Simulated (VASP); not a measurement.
Input of a VASP 6.6.1 run:

Contents of run.py:

```python
from ase.calculators.vasp import Vasp
from ase.dft.dos import DOS
from ase.spacegroup import crystal

atoms = crystal(
    ['O', 'C'],
    basis=[[0.80482686, 0.80482686, 0.0], [0.0, 0.0, 0.0]],
    spacegroup=136,
    setting=1,
    cellpar=[4.22721279, 4.22721279, 4.68777159, 90.0, 90.0, 90.0],
    primitive_cell=True,
)
calc = Vasp(
    directory='calc',
    xc='r2scan',
    pp='PBE',
    setups='recommended',
    prec='Accurate',
    encut=520,
    ediff=1e-06,
    ismear=-4,
    sigma=0.3,
    lreal=False,
    lasph=True,
    nelm=60,
    algo='Normal',
    isif=2,
    lwave=False,
    lcharg=False,
    lmixtau=True,
    lorbit=11,
    kpts=[6, 6, 6],
    gamma=True,
    nbands=17,
)
atoms.calc = calc

print('energy (eV):', atoms.get_potential_energy())
print('free energy (eV):', atoms.get_potential_energy(force_consistent=True))
print('forces (eV/A):')
print(atoms.get_forces())
print('stress (eV/A^3, Voigt):', atoms.get_stress())
print('Fermi level (eV):', calc.get_fermi_level())
dos = DOS(calc, width=0.05, window=(-10, 10), npts=301)
print('E - E_F (eV), DOS (1/eV)')
for e, g in zip(dos.get_energies(), dos.get_dos()):
    print(f'{e:8.3f} {g:10.4f}')
```

Potentials or basis: VASP PAW PBE potentials, release 64 (O, C).

Run with:

```console
$ python run.py
```

Q: Predict the pressure.

A: 0.2 GPa.

Q: Predict the band gap on the k mesh.

A: 7.16 eV, indirect (least direct gap 7.64 eV).

Q: What does it give for the largest force?

A: 0.040 eV/Å.

Forces on the atoms (eV/Å):
```
O   -0.028 -0.028  0.000
O    0.028  0.028  0.000
O    0.028 -0.028  0.000
O   -0.028  0.028  0.000
C    0.000  0.000  0.000
C    0.000  0.000  0.000
```

Caveat: the standard files for N, O and F lose accuracy on very short bonds; the PAW data sets were made with another functional, which shifts forces and pressure a little. r2SCAN opens gaps a little over a GGA but as a rule still falls short of measured ones.
